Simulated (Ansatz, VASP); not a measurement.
BN (Qingsongite): VASP beside Ansatz

```
B N
1.0
     0.00000    1.80482    1.80482
     1.80482    0.00000    1.80482
     1.80482    1.80482    0.00000
B N
1 1
Direct
  0.00000 0.00000 0.00000
  0.25000 0.25000 0.25000
```

Alike in both runs: task single point; functional r2SCAN; k mesh 10 × 10 × 10; no spin polarisation.

|  | VASP | Ansatz |
| --- | --- | --- |
| version | VASP 6.6.1 | Ansatz 0.2.0 |
| potentials or method | VASP PAW PBE potentials, release 64 (B, N) | plane waves, PAW |
| plane-wave cutoff (eV) | 520 | 500 |
| occupations | gaussian, width 0.01 eV | fixed |
| valence electrons in the cell | 8 | 8 |

|  | VASP | Ansatz | Ansatz less VASP |
| --- | --- | --- | --- |
| gap on the k mesh at the Fermi level (eV) | 4.98 | 5.00 | +0.021 |
| pressure (GPa) | 1.1 | 0.0 | -1.12 |

Caveats: the PAW data sets were made with another functional, which shifts forces and pressure a little (VASP). A k mesh can miss the band edges.
